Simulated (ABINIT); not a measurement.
The system is ZrC.

```
Zr C
1.0
     0.00000    2.36500    2.36500
     2.36500    0.00000    2.36500
     2.36500    2.36500    0.00000
Zr C
1 1
Direct
  0.50000 0.50000 0.50000
  0.00000 0.00000 0.00000
```

```yaml
Program: ABINIT 10.8.3 (patched build)
Task: relaxation of cell and atoms
Functional: PBEsol
Potentials_or_basis: JTH PAW PBE v2.0
Cutoff: 517 eV
k_mesh: 8 × 8 × 8
Occupations: fermi-dirac, width 0.05 eV
Spin: no spin polarisation
```

At the start: pressure -8.5 GPa; volume 13.23 Å³/atom.

Question: How do energy, volume and symmetry change on relaxing?

Answer: Over 4 steps the energy falls by 13.5 meV/atom and the volume is 12.72 Å³/atom (-3.8 %); space group Fm-3m (No. 225, to 0.05 Å).

Step by step:
| step | energy change (eV) | largest force (eV/Å) | pressure (GPa) | volume (Å³) |
| --- | --- | --- | --- | --- |
| 1 | 0.0000 | 0.0000 | -8.50 | 26.46 |
| 2 | -0.0242 | 0.0000 | -2.97 | 25.77 |
| 3 | -0.0271 | 0.0000 | 0.15 | 25.43 |
| 4 | -0.0271 | 0.0000 | 0.00 | 25.44 |

Final structure:
```
Zr C
1.0
     0.00000    2.33443    2.33443
     2.33443    0.00000    2.33443
     2.33443    2.33443    0.00000
Zr C
1 1
Direct
  0.50000 0.50000 0.50000
  0.00000 0.00000 0.00000
```

Caveat: the PAW data sets were made with another functional, which shifts forces and pressure a little.
